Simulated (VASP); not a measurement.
# WC (Fm-3m) in VASP: notebook

One crystal, WC, is run at these levels: PBEsol; tasks: single point.

All numbers are computed with VASP 6.6.1; they aren't measurements. Logs are shortened: lines on timing, memory, paths and dates and some standing lists are left out, and cuts for length are marked.

## 1. Starting point

Symmetry: Fm-3m, No. 225, cubic system. The conventional cell has a = 4.385 Å, b = 4.385 Å, c = 4.385 Å, α = 90.00°, β = 90.00°, γ = 90.00°. W (site symmetry m-3m) is surrounded by 6 C at 2.19 Å. Around C (site symmetry m-3m) lie 6 W at 2.19 Å.

Measurements of this composition are mostly on another form, of space group No. 187.

## 2. Single point, PBEsol

File INCAR:

```
SYSTEM = WC
ALGO = Normal
EDIFF = 1E-6
ENCUT = 520
GGA = PS
ISIF = 2
ISMEAR = 0
LASPH = .True.
LCHARG = .False.
LREAL = .False.
LWAVE = .False.
NBANDS = 16
NELM = 100
PREC = Accurate
SIGMA = 0.15
```

File KPOINTS:

```
k-points
0
Gamma
  18 18 18
  0 0 0
```

File POSCAR:

```
WC
1.0
    0.0000000000      2.1926840000      2.1926840000
    2.1926840000      0.0000000000      2.1926840000
    2.1926840000      2.1926840000      0.0000000000
W C
1 1
Direct
    0.0000000000      0.0000000000      0.0000000000
    0.5000000000      0.5000000000      0.5000000000
```

Potentials or basis: VASP PAW PBE potentials, release 64 (W_sv, C).

Launch:

```sh
$ cat potpaw_PBE.64/W_sv/POTCAR potpaw_PBE.64/C/POTCAR > POTCAR
$ mpirun -np 1 vasp_std > vasp.out
```

OUTCAR:

```text
SYSTEM = WC
   EDIFF = 1E-6
   ENCUT = 520
   GGA = PS
   ISIF = 2
   ISMEAR = 0
   LASPH = .True.
   LREAL = .False.
   NELM = 100
   PREC = Accurate

 ion  position               nearest neighbor table
   1  0.000  0.000  0.000-   2 2.19   2 2.19   2 2.19   2 2.19   2 2.19   2 2.19
   2  0.500  0.500  0.500-   1 2.19   1 2.19   1 2.19   1 2.19   1 2.19   1 2.19

  LATTYP: Found a face centered cubic cell.
 ALAT       =     4.3853680000

  Lattice vectors:

 A1 = (   0.0000000000,   2.1926840000,   2.1926840000)
 A2 = (   2.1926840000,   0.0000000000,   2.1926840000)
 A3 = (   2.1926840000,   2.1926840000,   0.0000000000)

Analysis of symmetry for initial positions (statically):
=====================================================================
 Subroutine PRICEL returns:
 Original cell was already a primitive cell.

 Routine SETGRP: Setting up the symmetry group for a
 face centered cubic supercell.

 Subroutine GETGRP returns: Found 48 space group operations
 (whereof 48 operations were pure point group operations)
 out of a pool of 48 trial point group operations.

The static configuration has the point symmetry O_h .

Analysis of symmetry for dynamics (positions and initial velocities):
=====================================================================
 Subroutine PRICEL returns:
 Original cell was already a primitive cell.

 Routine SETGRP: Setting up the symmetry group for a
 face centered cubic supercell.

 Subroutine GETGRP returns: Found 48 space group operations
 (whereof 48 operations were pure point group operations)
 out of a pool of 48 trial point group operations.

The dynamic configuration has the point symmetry O_h .

 Subroutine INISYM returns: Found 48 space group operations
 (whereof 48 operations are pure point group operations),
 and found     1 'primitive' translations

----------------------------------------------------------------------------------------

                                     Primitive cell

  volume of cell :      21.0842

  direct lattice vectors                    reciprocal lattice vectors
     0.000000000  2.192684000  2.192684000    -0.228031034  0.228031034  0.228031034
     2.192684000  0.000000000  2.192684000     0.228031034 -0.228031034  0.228031034
     2.192684000  2.192684000  0.000000000     0.228031034  0.228031034 -0.228031034

  length of vectors
     3.100923451  3.100923451  3.100923451     0.394961337  0.394961337  0.394961337

  position of ions in fractional coordinates (direct lattice)
     0.000000000  0.000000000  0.000000000
     0.500000000  0.500000000  0.500000000

  ion indices of the primitive-cell ions
   primitive index   ion index
                 1           1
                 2           2

----------------------------------------------------------------------------------------

 KPOINTS: k-points

Automatic generation of k-mesh.
 Grid dimensions read from file:
 generate k-points for:   18   18   18

 Generating k-lattice:

  Cartesian coordinates                     Fractional coordinates (reciprocal lattice)
    -0.012668391  0.012668391  0.012668391     0.055555556  0.000000000  0.000000000
     0.012668391 -0.012668391  0.012668391     0.000000000  0.055555556  0.000000000
     0.012668391  0.012668391 -0.012668391     0.000000000  0.000000000  0.055555556

  Length of vectors
     0.021942296  0.021942296  0.021942296

  Shift w.r.t. Gamma in fractional coordinates (k-lattice)
     0.000000000  0.000000000  0.000000000

 Subroutine IBZKPT returns following result:
 ===========================================

 Found    195 irreducible k-points:

 Following reciprocal coordinates:
            Coordinates               Weight
  0.000000  0.000000  0.000000      1.000000
  0.055556  0.000000  0.000000      8.000000
  0.111111  0.000000  0.000000      8.000000
  0.166667  0.000000  0.000000      8.000000
  0.222222  0.000000  0.000000      8.000000
  0.277778  0.000000  0.000000      8.000000
[... 16 lines left out ...]
 -0.277778  0.055556  0.000000     24.000000
 -0.222222  0.055556  0.000000     24.000000
 [... further k-points ...]
   k-points           NKPTS =    195   k-points in BZ     NKDIM =    195   number of bands    NBANDS=     16
   number of dos      NEDOS =    301   number of ions     NIONS =      2
   total plane-waves  NPLWV =  13824
   dimension x,y,z NGX =    24 NGY =   24 NGZ =   24
   dimension x,y,z NGXF=    48 NGYF=   48 NGZF=   48
   ions per type =               1   1
   NGX,Y,Z   is equivalent  to a cutoff of  12.87, 12.87, 12.87 a.u.
   NGXF,Y,Z  is equivalent  to a cutoff of  25.73, 25.73, 25.73 a.u.
 SYSTEM =  WC
   PREC   = accura    normal or accurate (medium, high low for compatibility)
   ISTART =      0    job   : 0-new  1-cont  2-samecut
   ICHARG =      2    charge: 1-file 2-atom 10-const
   ISPIN  =      1    spin polarized calculation?
   LNONCOLLINEAR =      F non collinear calculations
   LSORBIT =      F    spin-orbit coupling
   LASPH  =      T    aspherical Exc in radial PAW
   ENCUT  =  520.0 eV  38.22 Ry    6.18 a.u.   5.77  5.77  5.77*2*pi/ulx,y,z
   NELM   =    100;   NELMIN=  2; NELMDL= -5     # of ELM steps
   EDIFF  = 0.1E-05   stopping-criterion for ELM
   LREAL  =      F    real-space projection
[... 7 lines left out ...]
   TEBEG  =    0.0;   TEEND  =   0.0 temperature during run
   PSTRESS=    0.0 pullay stress
   NELECT =      18.0000    total number of electrons
   NUPDOWN=      -1.0000    fix difference up-down
   EMIN   =  10.00;   EMAX   =-10.00  energy-range for DOS
   EFERMI =   0.00;   METHOD = LEGACY
   ISMEAR =     0;   SIGMA  =   0.15  broadening in eV -4-tet -1-fermi 0-gaus
   EFERMI_NEDOS =   21; number of points for ismear=-14 and -15
   IALGO  =     38    algorithm
   IMIX   =      4    mixing-type and parameters
     AMIX     =   0.40;   BMIX     =  1.00
     AMIX_MAG =   1.60;   BMIX_MAG =  1.00
  volume/ion in A,a.u.               =      10.54        71.14
  Fermi-wavevector in a.u.,A,eV,Ry     =   1.553029  2.934800 32.815887  2.411900
  Thomas-Fermi vector in A             =   2.657319
   LORBIT       =      0    0 simple, 1 ext, 2 COOP (PROOUT), +10 PAW based schemes
   GGA     = PS    functional components
   LHFCALC =     F    Hartree Fock is set to
   AEXX    =    0.0000 exact exchange contribution
   IVDW    =     0    specifies the selected vdW correction
   LEPSILON=     F    determine dielectric tensor
   LRPA    =     F    only Hartree local field effects (RPA)
 non-spin polarized calculation
 Gauss-broadening in eV      SIGMA  =   0.15
  energy-cutoff  :      520.00
  volume of cell :       21.08
 maximum number of plane-waves:       588
   NGX = 11   NGY = 11   NGZ = 11

 number of electron      18.0000001 magnetization

 Free energy of the ion-electron system (eV)
  ---------------------------------------------------
  ext. energy  EPLUGINS =         0.00000000
  ---------------------------------------------------
  free energy    TOTEN  =       -22.99030279 eV

  energy without entropy =      -22.98169098  energy(sigma->0) =      -22.98599688

 E-fermi :  12.2356     XC(G=0): -13.8424

 val. band max:       12.2342201835   @ k =   0.1111   0.1111   0.0000
 cond. band min:      12.2373427105   @ k =  -0.2778   0.2778   0.0000
 fundamental gap:      0.0031225270
 Fermi energy:        12.2356023642

 k-point     1 :       0.0000    0.0000    0.0000
  band No.  band energies     occupation
      1     -63.1232      2.00000
      2     -27.1193      2.00000
      3     -27.1193      2.00000
      4     -27.1193      2.00000
      5      -3.5277      2.00000
      6       9.4901      2.00000
[... 8 lines left out ...]
     15      21.8801      0.00000
     16      35.4852      0.00000

 k-point     2 :       0.0556    0.0000    0.0000
  band No.  band energies     occupation
      1     -63.1221      2.00000
      2     -27.1379      2.00000
      3     -27.1213      2.00000
      4     -27.1213      2.00000
      5      -3.4403      2.00000
      6       9.1641      2.00000
[... 8 lines left out ...]
     15      22.0879      0.00000
     16      34.3619      0.00000

 k-point     3 :       0.1111    0.0000    0.0000
  band No.  band energies     occupation
      1     -63.1189      2.00000
      2     -27.1912      2.00000
      3     -27.1270      2.00000
      4     -27.1270      2.00000
      5      -3.1828      2.00000
      6       8.4201      2.00000
[... 8 lines left out ...]
     15      22.6694      0.00000
     16      32.4695      0.00000

 k-point     4 :       0.1667    0.0000    0.0000
  band No.  band energies     occupation
      1     -63.1140      2.00000
      2     -27.2720      2.00000
      3     -27.1358      2.00000
      4     -27.1358      2.00000
      5      -2.7692      2.00000
      6       7.5075      2.00000
[... 8 lines left out ...]
     15      23.4779      0.00000
     16      30.7141      0.00000

 k-point     5 :       0.2222    0.0000    0.0000
  band No.  band energies     occupation
      1     -63.1079      2.00000
      2     -27.3696      2.00000
      3     -27.1465      2.00000
      4     -27.1465      2.00000
      5      -2.2210      2.00000
      6       6.5382      2.00000
[... 8 lines left out ...]
     15      24.2099      0.00000
     16      29.6298      0.00000

 k-point     6 :       0.2778    0.0000    0.0000
  band No.  band energies     occupation
      1     -63.1015      2.00000
      2     -27.4718      2.00000
      3     -27.1579      2.00000
      4     -27.1579      2.00000
      5      -1.5654      2.00000
      6       5.5656      2.00000
[... 8 lines left out ...]
     15      24.6145      0.00000
     16      28.4118      0.00000

 k-point     7 :       0.3333    0.0000    0.0000
  band No.  band energies     occupation
      1     -63.0955      2.00000
      2     -27.5663      2.00000
      3     -27.1686      2.00000
      4     -27.1686      2.00000
      5      -0.8336      2.00000
      6       4.6176      2.00000
[... 8 lines left out ...]
     15      25.0216      0.00000
     16      26.7768      0.00000

 k-point     8 :       0.3889    0.0000    0.0000
  band No.  band energies     occupation
      1     -63.0906      2.00000
      2     -27.6423      2.00000
      3     -27.1773      2.00000
      4     -27.1773      2.00000
      5      -0.0616      2.00000
      6       3.7130      2.00000
[... 8 lines left out ...]
     15      25.3948      0.00000
     16      25.4325      0.00000

 k-point     9 :       0.4444    0.0000    0.0000
  band No.  band energies     occupation
      1     -63.0874      2.00000
      2     -27.6914      2.00000
      3     -27.1829      2.00000
      4     -27.1829      2.00000
      5       0.6871      2.00000
      6       2.8952      2.00000
[... 8 lines left out ...]
     15      24.3974      0.00000
     16      24.3974      0.00000
[... 172 lines left out ...]
 k-point    19 :       0.5000    0.0556    0.0000
  band No.  band energies     occupation
      1     -63.0858      2.00000
      2     -27.7004      2.00000
      3     -27.1960      2.00000
      4     -27.1893      2.00000
      5       0.9878      2.00000
      6       2.5917      2.00000
[... 8 lines left out ...]
     15      24.1348      0.00000
     16      24.2959      0.00000

 k-point    20 :      -0.4444    0.0556    0.0000
  band No.  band energies     occupation
      1     -63.0862      2.00000
      2     -27.6948      2.00000
      3     -27.1990      2.00000
      4     -27.1850      2.00000
      5       0.8541      2.00000
      6       2.7309      2.00000
[... 8 lines left out ...]
     15      24.2707      0.00000
     16      24.4184      0.00000

 k-point    21 :      -0.3889    0.0556    0.0000
  band No.  band energies     occupation
      1     -63.0887      2.00000
      2     -27.6568      2.00000
      3     -27.1977      2.00000
      4     -27.1771      2.00000
      5       0.1981      2.00000
      6       3.4306      2.00000
[... 8 lines left out ...]
     15      24.9137      0.00000
     16      25.2719      0.00000

 k-point    22 :      -0.3333    0.0556    0.0000
  band No.  band energies     occupation
      1     -63.0931      2.00000
      2     -27.5906      2.00000
      3     -27.1921      2.00000
      4     -27.1666      2.00000
      5      -0.5502      2.00000
      6       4.2753      2.00000
[... 8 lines left out ...]
     15      25.2032      0.00000
     16      25.9132      0.00000

 k-point    23 :      -0.2778    0.0556    0.0000
  band No.  band energies     occupation
      1     -63.0988      2.00000
      2     -27.5034      2.00000
      3     -27.1829      2.00000
      4     -27.1547      2.00000
      5      -1.2831      2.00000
      6       5.1795      2.00000
[... 8 lines left out ...]
     15      24.7863      0.00000
     16      27.0759      0.00000

 k-point    24 :      -0.2222    0.0556    0.0000
  band No.  band energies     occupation
      1     -63.1051      2.00000
      2     -27.4052      2.00000
      3     -27.1712      2.00000
      4     -27.1429      2.00000
      5      -1.9559      2.00000
      6       6.1223      2.00000
[... 8 lines left out ...]
     15      24.4804      0.00000
     16      28.1716      0.00000

 [... further k-points ...]
[... 5 lines left out ...]
  --------------------------------------------------------------------------------------
  -------------------------------------------------------------------------------------
  Total       -1.2026892     -1.2026892     -1.2026892     -0.0000000     -0.0000000     -0.0000000
  in kB      -91.3915105    -91.3915105    -91.3915105     -0.0000000     -0.0000000     -0.0000000
  external PRESSURE =     -91.3915105 kB  Pullay stress =       0.0000000 kB

 VOLUME and BASIS-vectors are now :
 -----------------------------------------------------------------------------
  energy-cutoff  :      520.00
  volume of cell :       21.08
      direct lattice vectors                 reciprocal lattice vectors
     0.000000000  2.192684000  2.192684000    -0.228031034  0.228031034  0.228031034
     2.192684000  0.000000000  2.192684000     0.228031034 -0.228031034  0.228031034
     2.192684000  2.192684000  0.000000000     0.228031034  0.228031034 -0.228031034

 POSITION                                       TOTAL-FORCE (eV/Angst)
 -----------------------------------------------------------------------------------
      0.00000      0.00000      0.00000         0.000000     -0.000000      0.000000
      2.19268      2.19268      2.19268         0.000000      0.000000      0.000000
 -----------------------------------------------------------------------------------
    total drift:                                0.000000     -0.000000     -0.000000

  FREE ENERGIE OF THE ION-ELECTRON SYSTEM (eV)
  ---------------------------------------------------
  free  energy   TOTEN  =       -22.9903027872 eV

  energy  without entropy=      -22.9816909801  energy(sigma->0) =      -22.98599688
```

Wall time 26 s (1 thread of AMD EPYC 9R45 (Zen 5), shared host); peak memory 0.16 GiB.

What came out:

```yaml
Free_energy: -22.9903 eV
Pressure: -9.1 GPa
Band_gap_on_the_k_mesh: none (metal or under the smearing width)
```

Caveat: the PAW data sets were made with another functional, which shifts forces and pressure a little. The run has no spin-orbit coupling, so splittings on W are missing.

## 3. Single point, PBEsol

File INCAR:

```
ALGO = Normal
EDIFF = 1E-7
ENCUT = 520
GGA = PS
ISIF = 2
ISMEAR = 0
LASPH = True
LCHARG = True
LELF = True
LREAL = False
LVHAR = True
LWAVE = False
NBANDS = 16
NELM = 100
PREC = Accurate
SIGMA = 0.15
```

File KPOINTS:

```
k-points
0
Gamma
  20 20 20
```

POSCAR is that of step 2.

Potentials or basis: VASP PAW PBE potentials, release 64 (W_sv, C).

Launch:

```sh
$ cat potpaw_PBE.64/W_sv/POTCAR potpaw_PBE.64/C/POTCAR > POTCAR
$ mpirun -np 1 vasp_std > vasp.out
```

Run time: 34 s. Hardware: 1 thread of AMD EPYC 9R45 (Zen 5), shared host; peak memory 0.18 GiB.

The run converged. Its results:

```
Free energy            : -22.9875 eV
Pressure               : -9.1 GPa
Band gap on the k mesh : none (metal or under the smearing width)
```

Levels at points of the mesh, in eV from the Fermi level:
```tsv
k point	band 7	band 8	band 9	band 10	band 11	band 12
(0.00, 0.00, 0.00)	-2.74	-2.74	-1.01	-1.01	-1.01	-0.95
(0.50, 0.00, 0.00)	-6.55	-6.55	1.07	1.07	2.35	4.92
(0.50, 0.50, 0.00)	-5.56	-2.45	-2.45	0.87	2.30	2.30
```

Caveat: the PAW data sets were made with another functional, which shifts forces and pressure a little.
